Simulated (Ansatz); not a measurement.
**Electrostatic potentials at the N nuclei in Ta3N5**

Cell: a measured structure from the Crystallography Open Database (COD) whose atoms were relaxed with PBE, the cell held.

```cif
data_Ta3N5
_symmetry_space_group_name_H-M 'Cmcm'
_symmetry_Int_Tables_number 63
_cell_length_a 3.8862
_cell_length_b 10.2118
_cell_length_c 10.2624
_cell_angle_alpha 90.000
_cell_angle_beta 90.000
_cell_angle_gamma 90.000
loop_
_atom_site_label
_atom_site_type_symbol
_atom_site_symmetry_multiplicity
_atom_site_Wyckoff_symbol
_atom_site_fract_x
_atom_site_fract_y
_atom_site_fract_z
Ta1 Ta 4 c 0.5000 0.6983 0.2500
Ta3 Ta 8 f 0.5000 0.6337 0.5597
N7 N 4 c 0.5000 0.2637 0.2500
N9 N 8 f 0.5000 0.5470 0.1200
N13 N 8 f 0.5000 0.8095 0.0734
```

One atom of each set is listed; the run and its k-mesh use a cell of 16 atoms with edges of 5.46, 5.46, 10.26 Å.

Computed with Ansatz: DFT, r2SCAN, plane waves and PAW, scalar-relativistic, 500 eV cutoff, Γ-centred 8×8×3 k-points, Fermi–Dirac smearing 0.02 eV.

The potential at a nucleus is that of all electrons and the other nuclei. A higher potential binds the core electrons more strongly, so differences between sites of one element are the initial-state part of core-level shifts.

**Question.** Rank the N sites by the potential at the nucleus, lowest first, and give each against the lowest.
A. N13: 4 Ta at 2.03–2.26 Å
B. N7: 4 Ta at 2.05–2.22 Å
C. N9: 3 Ta at 1.95–2.05 Å

**Answer.** C (0.00 V), A (0.22 V), B (0.45 V).
